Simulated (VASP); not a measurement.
# Ga: molecular dynamics at constant energy

Ga, C2/c (no. 15), 16 atoms in the cell. PBE, molecular dynamics; PAW potentials Ga (PBE set).

Ensemble: NVE; Starting temperature (K): 600.

## Input

INCAR:
```
ALGO = Fast
EDIFF = 1E-6
ENCUT = 200
GGA = PE
IBRION = 0
ISIF = 2
ISMEAR = -1
ISYM = 0
KPAR = 2
LASPH = True
LCHARG = False
LREAL = Auto
LWAVE = False
MDALGO = 2
NELM = 60
NELMIN = 4
NSW = 60
POTIM = 3.0
PREC = Normal
RANDOM_SEED = 765179 0 0
SIGMA = 0.05
SMASS = -3
TEBEG = 600
```

KPOINTS:
```
k-points
0
Monkhorst-Pack
  2 2 2
```

POSCAR:
```
Ga
1.0
    5.5320000000      0.0000000000      0.0000000000
    0.0000000000      8.0530000000      0.0000000000
   -0.2348949896      0.0000000000      6.6598588832
Ga
16
Direct
    0.0000000000      0.8690000000      0.3750000000
    0.0000000000      0.8690000000      0.8750000000
    0.5000000000      0.8690000000      0.3750000000
    0.5000000000      0.8690000000      0.8750000000
    0.2500000000      0.6310000000      0.1250000000
    0.2500000000      0.6310000000      0.6250000000
    0.7500000000      0.6310000000      0.1250000000
    0.7500000000      0.6310000000      0.6250000000
    0.2500000000      0.3690000000      0.3750000000
    0.2500000000      0.3690000000      0.8750000000
    0.7500000000      0.3690000000      0.3750000000
    0.7500000000      0.3690000000      0.8750000000
    0.0000000000      0.1310000000      0.1250000000
    0.0000000000      0.1310000000      0.6250000000
    0.5000000000      0.1310000000      0.1250000000
    0.5000000000      0.1310000000      0.6250000000
```

Commands:
```
cat potpaw_PBE.64/Ga/POTCAR > POTCAR
mpirun -np 2 vasp_std > vasp.out
```

## Result

- Rise of the mean potential energy above the start (meV/atom): 26.6
- Mean temperature (K): 381
- Standard error of the mean temperature (K): 49
- Relative fluctuation of the kinetic energy: 0.273
- Canonical value of that fluctuation: 0.211
- Electronic steps per ionic step after the first: 4.0

Course of the run:

| Time (fs) | Temperature (K) | Potential energy less the first (meV/atom) |
|---|---|---|
| 3 | 600 | 0.0 |
| 18 | 579 | 2.6 |
| 30 | 530 | 8.5 |
| 45 | 446 | 18.7 |
| 57 | 376 | 27.2 |
| 72 | 306 | 35.6 |
| 84 | 277 | 39.1 |
| 99 | 280 | 38.9 |
| 111 | 308 | 35.4 |
| 126 | 357 | 29.5 |
| 138 | 376 | 27.1 |
| 153 | 349 | 30.5 |
| 165 | 305 | 35.8 |
| 180 | 281 | 38.7 |

The mean temperature lies below the starting 600 K, since the atoms start on their sites and part of their kinetic energy turns into potential energy.

REPORT:
```
MDALGO =   2
               SCALING =       0
                 CNEXP =     9.000   14.000
           RANDOM_SEED =            765179                0                0

   original number of atomic DOF:         45
   number of independent constraints:      0
   number of active DOF:                  45

========================================
         MD step No.       1
========================================

  Atomic velocities initialized by STEP_tb

  >Energies
                    E_tot             E_pot             E_kin               EPS                ES
   e_b>   -0.44922321E+02   -0.46085941E+02    0.11636204E+01    0.00000000E+00    0.00000000E+00

  >Temperature
               T_sim     T_inst
   tmprt>    600.000    600.141

  >Thermostat:
           s(n+1) sdot(n+1)      s(n)   sdot(n)        Qs
   s_b>   0.00000   0.00000   0.00000   0.00000  -3.00000

           RANDOM_SEED =            765179               96                0

[... steps left out ...]

========================================
         MD step No.      60
========================================

  >Energies
                    E_tot             E_pot             E_kin               EPS                ES
   e_b>   -0.44921500E+02   -0.45466740E+02    0.54523997E+00    0.00000000E+00    0.00000000E+00

  >Temperature
               T_sim     T_inst
   tmprt>    600.000    281.209

  >Thermostat:
           s(n+1) sdot(n+1)      s(n)   sdot(n)        Qs
   s_b>   0.00000   0.00000   0.00000   0.00000  -3.00000

           RANDOM_SEED =            765179               96                0
```

OSZICAR:
```
N       E                     dE             d eps       ncg     rms          rms(c)
DAV:   1     0.698791668021E+02    0.69879E+02   -0.91777E+03   264   0.538E+02
DAV:   2    -0.392138468625E+02   -0.10909E+03   -0.10226E+03   320   0.110E+02
DAV:   3    -0.464218177001E+02   -0.72080E+01   -0.67955E+01   352   0.268E+01
DAV:   4    -0.465364740704E+02   -0.11466E+00   -0.11378E+00   312   0.328E+00
DAV:   5    -0.465384425650E+02   -0.19685E-02   -0.19651E-02   343   0.358E-01    0.859E+00
RMM:   6    -0.462606454843E+02    0.27780E+00   -0.46380E-02   264   0.125E+00    0.497E+00
RMM:   7    -0.460858045776E+02    0.17484E+00   -0.11188E-01   264   0.185E+00    0.401E-01
RMM:   8    -0.460858517749E+02   -0.47197E-04   -0.64837E-03   264   0.325E-01    0.531E-02
RMM:   9    -0.460859235470E+02   -0.71772E-04   -0.73057E-04   274   0.804E-02    0.184E-02
RMM:  10    -0.460859394063E+02   -0.15859E-04   -0.90910E-05   273   0.265E-02    0.827E-03
RMM:  11    -0.460859418243E+02   -0.24180E-05   -0.19057E-05   254   0.116E-02    0.891E-04
RMM:  12    -0.460859414226E+02    0.40171E-06   -0.34612E-06   181   0.409E-03
[... left out ...]
     58 T=   283. E= -.44921551E+02 F= -.45469917E+02 E0= -.45447052E+02  EK= 0.54837E+00 SP= 0.00E+00 SK= 0.00E+00
     59 T=   281. E= -.44921520E+02 F= -.45465468E+02 E0= -.45442792E+02  EK= 0.54395E+00 SP= 0.00E+00 SK= 0.00E+00
[... last step whole ...]
       N       E                     dE             d eps       ncg     rms          rms(c)
DAV:   1    -0.454667251641E+02   -0.12576E-02   -0.11254E-03   372   0.471E-01    0.185E-03
RMM:   2    -0.454667378817E+02   -0.12718E-04   -0.12937E-04   264   0.268E-02    0.125E-03
RMM:   3    -0.454667397001E+02   -0.18185E-05   -0.14717E-05   203   0.899E-03    0.100E-03
RMM:   4    -0.454667398399E+02   -0.13978E-06   -0.14189E-06   137   0.283E-03
     60 T=   281. E= -.44921500E+02 F= -.45466740E+02 E0= -.45444261E+02  EK= 0.54524E+00 SP= 0.00E+00 SK= 0.00E+00
```

Limits: 180 fs of 16 atoms are too short for converged averages.

VASP 6.6.1 took 280 s on 2 cores (AMD EPYC 7R13 (Zen 3)), a shared host.
